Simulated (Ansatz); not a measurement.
Moving the functional in Ni

Symmetry: P6_3/mmc, No. 194, hexagonal system. Conventional cell: a = 2.448 Å, b = 2.448 Å, c = 4.073 Å, α = 90.00°, β = 90.00°, γ = 120.00°. Around Ni (site symmetry -6m2) lie 12 Ni at 2.45 to 2.48 Å.

This isn't the form of Ni at room conditions, which is fcc.

Kept alike: task equation of state; k mesh 12 × 12 × 7; occupations fermi-dirac, width 0.05 eV; collinear spin, ferromagnetic start. Program: Ansatz, Ansatz PAW. Cutoffs run from 420 to 500 eV. The mesh is that of the run's cell of 2 atoms. No spin-orbit coupling.

| functional | volume (Å³/atom) | bulk modulus (GPa) |
| --- | --- | --- |
| LDA | 10.064 | 250.4 |
| PBEsol | 10.424 | 226.6 |
| r2SCAN | 10.542 | 214.5 |

For a metal such a mesh leaves the last digits unconverged. Volume and modulus come from cells scaled at fixed shape and fractions; off cubic symmetry such a modulus can lie above the relaxed one. The moments vanished: the runs ended non-magnetic. All rows use potentials made for PBE.

Problem. What does the functional change here?

Solution. The volume runs from 10.064 (LDA) to 10.542 Å³/atom (r2SCAN). The bulk modulus runs from 214.5 (r2SCAN) to 250.4 GPa (LDA).
